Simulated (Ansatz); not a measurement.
Start from MgS in the rock salt structure (space group Fm-3m, No. 225; a = 5.182 Å).

The values are results of PBEsol (Ansatz, a program for electronic structure, PAW, spin-orbit coupling left out), not measurements.

The change: Ca takes the place of Mg on all its sites; the structure is relaxed again.

Measured lattice parameter a: MgS 5.188 Å (static lattice; corrected from measurement; as listed in Tamar Goldzak et al., The Journal of Chemical Physics (2022)); CaS 5.689 Å (room temperature; as listed in M J Lucero, T M Henderson, G E Scuseria, Journal of Physics Condensed Matter (2012)).

Problem. How well does PBEsol reproduce the measured shift?

Solution. With PBEsol the lattice parameter a moves by +0.451 Å (5.182 → 5.633) against +0.501 Å measured. The two measured values stand on different bases (one corrected, one not), which blurs small differences.

Stability against distortions was not tested.
